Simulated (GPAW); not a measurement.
# PtSe2 (Sudovikovite) (P-3m1) in GPAW: notebook, part 2 of 2

GPAW 26.7.0.

### Step 5. Single point, PBE

Contents of run.py:

```python
from ase.dft.bandgap import bandgap
from ase.io import read, write
from ase.units import GPa
from gpaw import GPAW, PW

atoms = read('PtSe2.xyz')

calc = GPAW(mode=PW(900),
            xc='PBE',
            kpts={'size': (6, 6, 4), 'gamma': True},
            occupations={'name': 'fermi-dirac', 'width': 0.05},
            nbands=26,
            convergence={'density': 1e-05, 'energy': 1e-05},
            maxiter=80,
            txt='gpaw.txt')
atoms.calc = calc
energy = atoms.get_potential_energy()
forces = atoms.get_forces()
stress = atoms.get_stress()
calc.write('gs.gpw')
write('result.traj', atoms)
print(f'Energy: {energy:.6f} eV')
print('Forces (eV/A):')
print(forces.round(4))
print('Stress (GPa):', (stress / GPa).round(3))
print('Fermi level:', round(calc.get_fermi_level(), 4), 'eV')
print(f'Gap: {bandgap(calc)[0]:.4f} eV, direct: {bandgap(calc, direct=True)[0]:.4f} eV')
```

Contents of PtSe2.xyz:

```xyz
3
Lattice="3.7240000000 0.0000000000 0.0000000000 -1.8620000000 3.2250786037 0.0000000000 0.0000000000 0.0000000000 5.0620000000" Properties=species:S:1:pos:R:3 pbc="T T T"
Pt     0.0000000000      0.0000000000      0.0000000000
Se     1.8620000002      1.0750262011      3.7965000000
Se    -0.0000000002      2.1500524026      1.2655000000
```

Potentials or basis: GPAW PAW data sets (gpaw-data 1.2.1), pw.

Launch:

```bash
$ OMP_NUM_THREADS=1 python run.py
```

gpaw.txt:

```text
__  _  _
 | _ |_)|_||  |
 |__||  | ||/\| - 26.7.0

Input parameters:
  mode=PW(ecut=900.0000000000001),
  convergence={'density': 1e-05, 'energy': 1e-05},
  kpts=MonkhorstPack(size=(6, 6, 4), gamma=True),
  maxiter=80,
  nbands=26,
  occupations=Occupations(name='fermi-dirac', width=0.05),
  xc=XC(name='PBE')

Diagonalizing LCAO Hamiltonian
Converting LCAO to pw mode

            Se

        Se

       Pt

Atoms  # Å, Bohr magnetons
|   | symbol |         x |        y |        z |    initial magnetic moments |
|---|--------|-----------|----------|----------|-----------------------------|
| 0 |     Pt |  0.000000 | 0.000000 | 0.000000 | ( 0.0000,  0.0000,  0.0000) |
| 1 |     Se |  1.862000 | 1.075026 | 3.796500 | ( 0.0000,  0.0000,  0.0000) |
| 2 |     Se | -0.000000 | 2.150052 | 1.265500 | ( 0.0000,  0.0000,  0.0000) |

Unit cell  # Å
| periodic |         x |        y |        z |  lengths |     angles |
|----------|-----------|----------|----------|----------|------------|
|      yes |  3.724000 | 0.000000 | 0.000000 | 3.724000 |  90.000000 |
|      yes | -1.862000 | 3.225079 | 0.000000 | 3.724000 |  90.000000 |
|      yes |  0.000000 | 0.000000 | 5.062000 | 5.062000 | 120.000000 |

Number of symmetries: 12
Symmetry operations  # r_c * U_cc + t_c -> r_c
|    | kind |            matrix            |
|----|------|------------------------------|
|  0 |  σ   |  1, 1, 0,  0,-1, 0,  0, 0, 1 |
|  1 |  S6  |  1, 1, 0, -1, 0, 0,  0, 0,-1 |
|  2 |  E   |  1, 0, 0,  0, 1, 0,  0, 0, 1 |
|  3 |  C2  |  1, 0, 0, -1,-1, 0,  0, 0,-1 |
|  4 |  C2  |  0, 1, 0,  1, 0, 0,  0, 0,-1 |
|  5 |  C3  |  0, 1, 0, -1,-1, 0,  0, 0, 1 |
|  6 |  S6  |  0,-1, 0,  1, 1, 0,  0, 0,-1 |
|  7 |  σ   |  0,-1, 0, -1, 0, 0,  0, 0, 1 |
|  8 |  σ   | -1, 0, 0,  1, 1, 0,  0, 0, 1 |
|  9 |  i   | -1, 0, 0,  0,-1, 0,  0, 0,-1 |
| 10 |  C3  | -1,-1, 0,  1, 0, 0,  0, 0, 1 |
| 11 |  C2  | -1,-1, 0,  0, 1, 0,  0, 0,-1 |

BZ-sampling:
  Number of BZ points: 144
  Number of IBZ points: 24

  Monkhorst-Pack size: [6, 6, 4]
  Monkhorst-Pack shift: [0.08333333333333333, 0.08333333333333333, 0.125]

K-points  # in reciprocal-cell coordinates
|     |                                coordinates |     weight |
|-----|--------------------------------------------|------------|
|   0 | (  0.00000000,   0.00000000,   0.00000000) | 0.00694444 |
|   1 | (  0.00000000,   0.00000000,   0.25000000) | 0.01388889 |
|   2 | (  0.00000000,   0.00000000,   0.50000000) | 0.00694444 |
|   3 | (  0.16666667,   0.00000000,  -0.25000000) | 0.04166667 |
|   4 | (  0.16666667,   0.00000000,   0.00000000) | 0.04166667 |
|   5 | (  0.16666667,   0.00000000,   0.25000000) | 0.04166667 |
|   6 | (  0.16666667,   0.00000000,   0.50000000) | 0.04166667 |
|   7 | (  0.33333333,  -0.16666667,   0.00000000) | 0.04166667 |
|   8 | (  0.33333333,  -0.16666667,   0.25000000) | 0.08333333 |
|   9 | (  0.33333333,  -0.16666667,   0.50000000) | 0.04166667 |
| ... |                                            |            |
|  23 | (  0.50000000,   0.50000000,   0.50000000) | 0.02083333 |

Plane wave coefficients: 3744
Cutoff: 900.0000000000001 eV

Spin-components: 1 (collinear spins)
Bands:           26
Projectors:      16
Spin-degeneracy: 2
Datatype:        complex128

Parallelization:
  kpt:    1
  domain: 1
  band:   1

Density:
  Valence electrons: 28.0
  Components: 1
  Grid points: [27 27 36]
  Charge: 0.0  # |e|

Potential:
  Grid points: [27 27 36]

species:
  Pt:
    name:    Platinum
    Z:       78.0
    valence: 16
    core:    62
    charge:  0.0  # [|e|]
    compensation charges:
      type: gauss
      rc: 0.41  # [Å]
      lmax: 2
    cutoffs:
      filter: 2.26  # [Å]
      core: 2.26  # [Å]
    projectors
    | kind |    occ | energy [eV] | rcut [Å] |
    |------|--------|-------------|----------|
    |   6s |  1.000 |      -5.628 |    1.307 |
    |   5p |  6.000 |     -56.051 |    1.371 |
    |   6p |  0.000 |      -0.845 |    1.371 |
    |   5d |  9.000 |      -6.153 |    1.307 |
    |    s |        |      21.583 |    1.307 |
    |    d |        |      21.058 |    1.307 |

    Using partial waves for Pt as LCAO basis

  Se:
    name:    Selenium
    Z:       34.0
    valence: 6
    core:    28
    charge:  0.0  # [|e|]
    compensation charges:
      type: gauss
      rc: 0.27  # [Å]
      lmax: 2
    cutoffs:
      filter: 1.77  # [Å]
      core: 2.67  # [Å]
    projectors
    | kind |    occ | energy [eV] | rcut [Å] |
    |------|--------|-------------|----------|
    |   4s |  2.000 |     -17.277 |    0.847 |
    |   4p |  4.000 |      -6.512 |    1.005 |
    |    s |        |       9.935 |    0.847 |
    |    p |        |      20.699 |    1.005 |
    |    d |        |       0.000 |    0.847 |

    Using partial waves for Se as LCAO basis

Reference energy: -632582.427029  # eV

eigensolver:
  PPCG
  Converge bands: occupied
  niter=2

density mixing:
  MSR1-Mixer
  Pratt-step length: 0.05
  Maximum mixing coefficient: 0.75
  Old densities: 10
  SVD Regularization: 0.005
  Good broyden scale: 1.0
  Trust region scale: 1.0
  Backstep threshold: 4.0
  History deletion threshold: 6.0
  Fourier metric: weight=20.0, sigma=0.015

occupation numbers:
  Fermi-Dirac:
    width: 0.0500  # eV

poisson solver:
  ecut: 7200.000000000001  # eV

xc functional:
  name: PBE with 2 nearest neighbor stencil

convergence criteria:
- Maximum integral of absolute [dens]ity change: 1e-05 electrons / valence electron
- Maximum [total energy] change in last 3 cyles: 1e-05 eV / valence electron
- Maximum integral of absolute [eigenst]ate change: 4e-08 eV^2 / valence electron
maximum number of iterations: 80

SCF iterations
|iter     | |      energy | eigst |  dens |
|---------|-|-------------|-------|-------|
|iter:   1| |  -15.365937 | +0.18 |       |
|iter:   2| |  -15.027678 | -2.09 | -1.13 |
|iter:   3| |  -14.506796 | -1.89 | -1.20 |
|iter:   4| |  -14.485376 | -3.24 | -1.59 |
|iter:   5| |  -14.472420 | -3.30 | -1.84 |
|iter:   6| |  -14.472449 | -4.50 | -2.64 |
|iter:   7| |  -14.472521c| -5.03 | -3.16 |
|iter:   8| |  -14.472527c| -6.61 | -3.92 |
|iter:   9| |  -14.472528c| -7.69c| -4.52 |
|iter:  10| |  -14.472528c| -7.60c| -4.98 |
|iter:  11| |  -14.472528c| -8.47c| -6.01c|

Converged in 11 steps
Energy contributions relative to reference atoms: (reference = -632582.427029)

Energy contributions:
  Kinetic:          11.959365
  Coulomb:         -12.762266
  Zero:             -0.514084
  External:          0.000000
  Xc:              -13.151806
  Entropy:          -0.007473
  Spinorbit:         0.000000
  ----------------------------
  Free energy:     -14.476265
  Extrapolated:    -14.472528

dipole moment: (-6.413589, -11.108661, -17.435868)  # |e|*Ang

Fermi level: 8.366
Eigenvalues  # (at kpt = [0.000, 0.000, 0.000])
| band index |      eig [eV] | occ [0-2] |
|------------|---------------|-----------|
|          0 |       -45.526 |     2.000 |
|        ... |               |           |
|          5 |         1.186 |     2.000 |
|          6 |         1.901 |     2.000 |
|          7 |         1.901 |     2.000 |
|          8 |         4.336 |     2.000 |
|          9 |         4.336 |     2.000 |
|         10 |         5.791 |     2.000 |
|         11 |         7.308 |     2.000 |
|         12 |         7.308 |     2.000 |
|         13 |         8.773 |     0.001 |
|         14 |         9.819 |     0.000 |
|         15 |         9.819 |     0.000 |
|         16 |        11.993 |     0.000 |
|         17 |        12.617 |     0.000 |
|         18 |        15.694 |     0.000 |
|         19 |        15.694 |     0.000 |
|         20 |        20.227 |     0.000 |
|        ... |               |           |
|         25 |        21.027 |     0.000 |

No gap
No difference between direct/indirect transitions

Forces  # eV/Ang
|        x |       y |        z |
|----------|---------|----------|
|  0.00000 | 0.00000 |  0.00000 |  # Pt   0
| -0.00000 | 0.00000 | -0.61133 |  # Se   1
|  0.00000 | 0.00000 |  0.61133 |  # Se   2

Stress tensor  # eV/Ang^3
|         x |         y |         z |
|-----------|-----------|-----------|
| -0.050264 |  0.000000 |  0.000000 |
|  0.000000 | -0.050264 |  0.000000 |
|  0.000000 |  0.000000 | -0.038095 |

# Writing to gs.gpw (mode='')
```

It took 48 s on 1 thread of Intel Xeon Platinum 8259CL at 2.50GHz (Skylake/Cascade Lake), shared host; peak memory 0.23 GiB.

What came out:

```yaml
Free_energy: -14.4763 eV
Pressure: 7.4 GPa
Largest_force: 0.611 eV/Å
Band_gap_on_the_k_mesh: none (metal or under the smearing width)
```

Forces in eV/Å, atoms in the order of the input:
```
Pt   0.000  0.000  0.000
Se   0.000  0.000 -0.611
Se   0.000  0.000  0.611
```

Stress tensor (GPa, compression positive):
```
8.05 0.00 0.00
0.00 8.05 0.00
0.00 0.00 6.10
```

Spin-orbit coupling is left out, which matters for the levels of Pt.

### Step 6. Overview

| task | level | potentials or basis | cell | cutoff (eV) | maxiter | optimizer | fmax | max steps | other keys | gap on the mesh (eV) | pressure (GPa) | relaxed volume (Å³/atom) | largest force (eV/Å) |
| --- | --- | --- | --- | --- | --- | --- | --- | --- | --- | --- | --- | --- | --- |
| relaxation of cell and atoms | mBEEF | GPAW PAW data sets (gpaw-data 1.2.1), pw | relaxed | 600 | 150 | BFGS | 0.02 eV/Å | 60 | - | 1.56 | 0.0 | 25.40 | 0.01 |
| relaxation of cell and atoms | RPBE+D3 | the program's PAW data sets (release 1.2.1) made for this functional, pw | relaxed | 600 | 150 | BFGS | 0.02 eV/Å | 40 | - | none | 0.1 | 19.99 | 0.01 |
| single point | PBE | GPAW PAW data sets (gpaw-data 1.2.1), pw | as given | 900 | 80 | - | - | - | several, not listed | none | 7.4 | - | 0.61 |

Alike in all rows: no spin polarisation; k mesh 6 × 6 × 4; smearing fermi-dirac 0.05 eV.

Caveats: later steps reuse the first step's grids (some runs); the volume moved by over 15 % at a fixed basis, so the end points are rough (some runs); the PAW data sets were made with another functional, which shifts forces and pressure a little (some runs); spin-orbit coupling is left out, which moves the levels of the heavy elements (some runs); the volume moved by +25 % from the deposited cell, more than functionals usually miss (some runs); pairwise dispersion overbinds metals, which lowers pressure and volume (some runs).

Absolute energies hang on the potentials; compare differences alone.
